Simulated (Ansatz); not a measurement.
Crystal: BaTiO3.

```
CELL_PARAMETERS angstrom
4.00600 0.00000 0.00000
0.00000 4.00600 0.00000
0.00000 0.00000 4.00600
ATOMIC_POSITIONS crystal
Ba 0.50000 0.50000 0.50000
Ti 0.00000 0.00000 0.00000
O 0.00000 0.00000 0.50000
O 0.00000 0.50000 0.00000
O 0.50000 0.00000 0.00000
```

Base run:

```yaml
Program: Ansatz 0.2.0
Functional: LDA
Potentials_or_basis: all-electron LAPW, scalar-relativistic
Cutoff: 357 eV
Density_cutoff: 1429 eV
Basis_error_allowed: 0.002 eV/atom
k_mesh: 7 × 7 × 7
Occupations: fermi-dirac, width 0.05 eV
Spin: no spin polarisation
```

Its results: band gap on the k mesh 1.78 eV, indirect (least direct gap 1.82 eV); pressure -9.3 GPa.

Question: After a change of settings the same cell gave: band gap on the k mesh 1.82 eV, indirect (least direct gap 1.86 eV); pressure -4.6 GPa. Which change was it?
A. functional from LDA to PBE
B. functional from LDA to PBE; basis error allowed from 0.002 eV/atom to 0.001 eV/atom
C. functional from LDA to PBEsol

Answer: C.

PBEsol binds less tightly than LDA, so the same cell stands under more pressure.

Caveats: spin-orbit coupling is left out, which moves the levels of the heavy elements.

Not every run made on this cell is shown here.
